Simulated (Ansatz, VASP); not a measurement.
One calculation of ScAl3, two programs

```
CELL_PARAMETERS angstrom
4.08781 0.00000 0.00000
0.00000 4.08781 0.00000
0.00000 0.00000 4.08781
ATOMIC_POSITIONS crystal
Sc 0.00430 0.99952 0.99338
Al 0.49763 0.49880 0.01184
Al 0.98723 0.50111 0.49913
Al 0.50018 0.00798 0.50181
```

Change from the starting cell: atoms moved at random, drawn with an rms of 0.05 Å.

Alike in both runs: task single point; functional PBE; k mesh 7 × 7 × 7; occupations fermi-dirac, width 0.05 eV; no spin polarisation.

|  | VASP | Ansatz |
| --- | --- | --- |
| version | VASP 6.6.1 | Ansatz 0.2.0 |
| potentials or method | VASP PAW PBE potentials, release 64 (Sc_sv, Al) | Ansatz PAW |
| plane-wave cutoff (eV) | 520 | 420 |
| valence electrons in the cell | 20 | 20 |

```tsv
	VASP	Ansatz	Ansatz less VASP
gap on the k mesh at the Fermi level (eV)	none	none	-
pressure (GPa)	1.3	1.3	-0.04
largest component of the traceless stress (GPa)	0.08	0.08	0.000
rms of the force components (eV/Å)	0.166	0.166	+0.0001
```

Atom by atom the forces differ by 0.000 eV/Å (rms over components). A gap of «none» marks a metal or a gap that the smearing closes.
